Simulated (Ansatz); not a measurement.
SiO2 (Cristobalite):

```
Si O
1.0
     4.98200    0.00000    0.00000
     0.00000    4.98200    0.00000
     0.00000    0.00000    6.96300
Si O
4 8
Direct
  0.79897 0.20103 0.75000
  0.70103 0.70103 0.50000
  0.20103 0.79897 0.25000
  0.29897 0.29897 0.00000
  0.10347 0.23989 0.82187
  0.26011 0.60347 0.07187
  0.89653 0.76011 0.32187
  0.73989 0.39653 0.57187
  0.60347 0.26011 0.92813
  0.76011 0.89653 0.67813
  0.39653 0.73989 0.42813
  0.23989 0.10347 0.17813
```

| Item | Value |
| --- | --- |
| Program | Ansatz 0.2.0 |
| Task | single point |
| Functional | PBE |
| Potentials or basis | Ansatz PAW |
| Cutoff | 420 eV (not typed: the program's choice for these potentials) |
| k mesh | 6 × 6 × 4 |
| Occupations | fermi-dirac, width 0.05 eV |
| Spin | no spin polarisation |

On this cell: pressure 6.3 GPa; largest force 0.409 eV/Å; band gap on the k mesh 5.76 eV, direct.

The same run follows on a disturbed copy (atoms moved at random, drawn with an rms of 0.05 Å):

```
Si O
1.0
     4.98200    0.00000    0.00000
     0.00000    4.98200    0.00000
     0.00000    0.00000    6.96300
Si O
4 8
Cartesian
  3.9877 0.9988 5.2030
  3.4573 3.5152 3.4899
  1.0546 3.9926 1.7266
  1.4887 1.4509 -0.0121
  0.4931 1.1745 5.7505
  1.3401 3.0531 0.4400
  4.5068 3.7845 2.2025
  3.6640 1.9690 3.9860
  3.0088 1.3025 6.4392
  3.8036 4.4830 4.7210
  1.9606 3.6526 2.9135
  1.2136 0.5654 1.2394
```

**Question.** What does the disturbed cell give?

**Answer.** The energy moves by +33.8 meV/atom; pressure 6.8 GPa; largest force 3.900 eV/Å; band gap on the k mesh 5.62 eV, direct.

Forces on the atoms (eV/Å):
```
Si  -0.295  0.632  0.939
Si   1.879 -0.808 -1.489
Si  -2.478  0.550 -2.962
Si   0.894  2.942 -0.328
O    0.201 -0.162 -0.947
O    0.086 -0.825 -0.409
O   -1.576 -0.116  1.259
O   -0.251  1.088 -1.080
O   -0.057 -0.136  0.340
O   -0.332 -1.245 -0.327
O    2.205 -0.439  3.048
O   -0.277 -1.481  1.957
```

Stress tensor (GPa, compression positive):
```
 7.02 -0.21  4.14
-0.21  4.20 -1.57
 4.14 -1.57  9.12
```

Caveats: the cell was measured hot, at 340 K.

A k mesh can miss the band edges.
